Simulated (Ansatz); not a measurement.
# CuO: the cost of one run

Method: DFT PBE+U (U_eff = 6 eV on Cu d), plane waves, PAW, in Ansatz 0.2.0.

2 further runs of the same task are left out: 2 that didn't finish.

## 1. Starting point

It takes space group Cc (No. 9, monoclinic). Conventional cell: a = 4.689 Å, b = 3.427 Å, c = 5.132 Å, α = 90.00°, β = 99.65°, γ = 90.00°. Cu (site symmetry 1) is surrounded by 4 O at 1.91 to 2.02 Å. O (site symmetry 1) is surrounded by 4 Cu at 1.91 to 2.02 Å.

Structure file:

```cif
data_structure
_symmetry_space_group_name_H-M 'Cc'
_symmetry_Int_Tables_number 9
_cell_length_a 4.6893
_cell_length_b 3.4268
_cell_length_c 5.1321
_cell_angle_alpha 90.000
_cell_angle_beta 99.653
_cell_angle_gamma 90.000
_cell_volume 81.30
loop_
_atom_site_label
_atom_site_type_symbol
_atom_site_symmetry_multiplicity
_atom_site_Wyckoff_symbol
_atom_site_fract_x
_atom_site_fract_y
_atom_site_fract_z
_atom_site_occupancy
Cu1 Cu 4 a 0.75000 0.74680 0.00000 1
O1 O 4 a 0.98850 0.41710 0.25370 1
```

An earlier series on this cell reached its lowest free state from «antiferromagnetic site moments held at first, then free», perhaps among other starts.

## 2. Total moment locked, 1.00 μB per cell

input.yaml

```yaml
crystal:
  lattice:
    - [2.34464976, -1.71339982, 0.0]
    - [2.34464976, 1.71339982, 0.0]
    - [-1.72109982, 0.0, 10.11887896]
  atoms:
    - { symbol: Cu, position: [0.0032, 0.4968, 0.0], spin: 0.25 }
    - { symbol: Cu, position: [0.4968, 0.0032, 0.25], spin: 0.25 }
    - { symbol: O, position: [0.5714, 0.4056, 0.12685] }
    - { symbol: O, position: [0.4056, 0.5714, 0.37685] }
    - { symbol: Cu, position: [0.0032, 0.4968, 0.5], spin: 0.25 }
    - { symbol: Cu, position: [0.4968, 0.0032, 0.75], spin: 0.25 }
    - { symbol: O, position: [0.5714, 0.4056, 0.62685] }
    - { symbol: O, position: [0.4056, 0.5714, 0.87685] }
basis:
  ecutwfc: 420
  ecutrho_ratio: 4
kpoints:
  mp_grid: { grid: [7, 7, 2] }
hamiltonian:
  xc: pbe
  hubbard:
    sites:
      - { site: 0, l: d, u_eff: 6.0 }
      - { site: 1, l: d, u_eff: 6.0 }
      - { site: 4, l: d, u_eff: 6.0 }
      - { site: 5, l: d, u_eff: 6.0 }
scf:
  occupations: { method: gaussian, width: 0.05 }
  lower_state_search: "off"
  max_iter: 150
output:
  forces: true
  stress: true
  eigenvalues: true
  populations: true
  hubbard:
    sites:
      - { site: 0, l: d }
      - { site: 1, l: d }
      - { site: 4, l: d }
      - { site: 5, l: d }
magnetization:
  spin_polarized: true
  initial_magnetization: 1.0
  spin_locking: { lock_magnetization: hard }
```

The lock stays on to the end, so the result is a constrained state.

Launch:

```sh
ansatz run input.yaml --threads 4 --pin off --max-ram 6144MiB --backend cpu --events-out ev --progress --plain --runs-dir out
```

**Question.** How long does this run take on 4 threads of Arm Neoverse V2, shared host, and how much memory does it need?

About 9 s, with a peak of 0.58 GiB.
